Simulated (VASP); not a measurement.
# Ta: relaxation of cell and atoms with LDA

The system is Ta.

```
CELL_PARAMETERS angstrom
-1.65128 1.65128 1.65128
1.65128 -1.65128 1.65128
1.65128 1.65128 -1.65128
ATOMIC_POSITIONS crystal
Ta 0.00000 0.00000 0.00000
```

| Property | Result |
| --- | --- |
| Program | VASP 6.6.1 |
| Task | relaxation of cell and atoms |
| Functional | LDA |
| Potentials or basis | VASP PAW LDA potentials, release 64 (Ta_pv) |
| Cutoff | 600 eV |
| k mesh | 10 × 10 × 10 |
| Occupations | fermi-dirac, width 0.05 eV |
| Spin | no spin polarisation |
| Ladder | gaps |
| Further INCAR settings | ALGO = Fast; EDIFF = 1e-07; IBRION = 2; EDIFFG = -0.01; NSW = 60; ISIF = 3 |

| Quantity | Value |
| --- | --- |
| Relaxed volume | 17.44 Å³/atom |
| Relaxed cell | a = 2.830 Å, b = 2.830 Å, c = 2.830 Å, α = 109.47°, β = 109.47°, γ = 109.47° |
| Space group after relaxing (to 0.05 Å) | Im-3m (No. 229) |
| Energy gained by relaxing | 12.2 meV/atom |
| Ionic steps | 4 |
| Pressure after relaxing | 0.0 GPa |
| Band gap on the k mesh | none (metal or under the smearing width) |

Step by step:
```
step  energy change (eV)  largest force (eV/Å)  pressure (GPa)  volume (Å³)
   1              0.0000                0.0000           -6.71        18.01
   2              0.0646                0.0000           19.47        16.12
   3             -0.0122                0.0000           -0.24        17.46
   4             -0.0122                0.0000            0.01        17.44
```

Final structure:
```
Ta
1.0
    -1.63373    1.63373    1.63373
     1.63373   -1.63373    1.63373
     1.63373    1.63373   -1.63373
Ta
1
Direct
  0.00000 0.00000 0.00000
```

Levels at points of the mesh, in eV from the Fermi level:
```csv
k point,band 1,band 2,band 3,band 4,band 5,band 6,band 7,band 8,band 9
"(0.00, 0.00, 0.00)",-32.81,-32.81,-32.81,-7.97,0.64,0.64,0.64,4.02,4.02
"(0.50, 0.00, 0.00)",-34.14,-33.24,-32.82,-4.53,-1.70,1.88,3.92,4.97,8.04
"(0.50, 0.50, 0.50)",-33.73,-33.73,-33.73,-4.03,-4.03,7.02,7.02,7.02,9.04
```

Wall time 18 s on 1 thread of Intel(R) Xeon(R) Platinum 8259CL CPU @ 2.50GHz (Skylake/Cascade Lake), with other jobs on the host, peak memory 0.15 GiB.

Spin-orbit coupling is left out, which matters for the levels of Ta. Zero-point motion and thermal expansion aren't in these numbers.
